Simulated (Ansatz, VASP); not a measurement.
# One calculation of AlN, two programs

Contents of INCAR:

```
PREC     = Accurate       # precision mode
ENCUT    = 520            # plane-wave cutoff, eV
EDIFF    = 1E-7           # SCF threshold, eV
ISMEAR   = 0              # smearing method
SIGMA    = 0.05           # smearing width, eV
LREAL    = F              # projectors in reciprocal space
LASPH    = T              # aspherical terms in the spheres
NELM     = 80             # most SCF steps
ALGO     = Normal         # electronic algorithm
ISIF     = 2              # what is computed and relaxed
LWAVE    = F              # write WAVECAR
LCHARG   = F              # write CHGCAR
GGA      = PE             # functional
NBANDS   = 16             # bands
```

KPOINTS

```
Automatic mesh
0
Gamma
  9 9 6
```

File POSCAR:

```
AlN
1.0
    3.3134793407      0.0000000000      0.0000000000
   -1.6567396703      2.8695572839      0.0000000000
    0.0000000000      0.0000000000      4.1875902417
Al N
2 2
Direct
    0.3393033764      0.6786067527      0.7805460420
    0.6726367097      0.3452734194      0.2805460420
    0.3218333015      0.6436666031      0.1911594770
    0.6551666349      0.3103332697      0.6911594770
```

Input for Ansatz:

```yaml
crystal:
  lattice:
    - [3.3134793407, 0.0, 0.0]
    - [-1.6567396703, 2.8695572839, 0.0]
    - [0.0, 0.0, 4.1875902417]
  atoms:
    - { symbol: Al, position: [0.3393033764, 0.6786067527, 0.780546042] }
    - { symbol: Al, position: [0.6726367097, 0.3452734194, 0.280546042] }
    - { symbol: "N", position: [0.3218333015, 0.6436666031, 0.191159477] }
    - { symbol: "N", position: [0.6551666349, 0.3103332697, 0.691159477] }
basis:
  ecutwfc: 520.0
kpoints:
  mp_grid: { grid: [9, 9, 6] }
hamiltonian:
  xc: pbe
  pseudopotentials: { kind: paw, azcp: { folder: soft_1 } }
scf:
  occupations: { method: gaussian, width: 0.05 }
output:
  forces: true
  stress: true
  eigenvalues: true
  write_density: true
  write_potential: true
  elf: true
  volumetric_format: npy
```

Change from the starting cell: mode 4 frozen in at -0.246 Å and mode 10 at -0.066 Å (largest displacements).

Alike in both runs: task single point; functional PBE; k mesh 9 × 9 × 6; occupations gaussian, width 0.05 eV; no spin polarisation.

```csv
,VASP,Ansatz
version,VASP 6.6.1,Ansatz 0.2.0
potentials or method,"VASP PAW PBE potentials, release 64 (Al, N)","scalar-relativistic, plane waves, PAW"
plane-wave cutoff (eV),520,520
valence electrons in the cell,16,16
```

VASP gave:

```
gap on the k mesh at the Fermi level (eV)       : 3.76
least direct gap on the mesh (eV)               : 3.76
pressure (GPa)                                  : 15.6
largest component of the traceless stress (GPa) : 42.34
rms of the force components (eV/Å)              : 1.944
```

Problem. What did Ansatz give for the same quantities?

Solution. gap on the k mesh at the Fermi level (eV): 3.75; least direct gap on the mesh (eV): 3.75; pressure (GPa): 15.7; largest component of the traceless stress (GPa): 42.07; rms of the force components (eV/Å): 1.937.

Atom by atom the forces differ by 0.007 eV/Å (rms over components).

Caveats: so large a pressure means that the cell lies far from this level's equilibrium, or that cutoff or potentials fall short (VASP); an odd mesh through Γ misses points on the zone boundary, where band edges often lie; forces of over 1 eV/Å show positions far from the minimum, so gaps and moduli don't describe the material at rest.
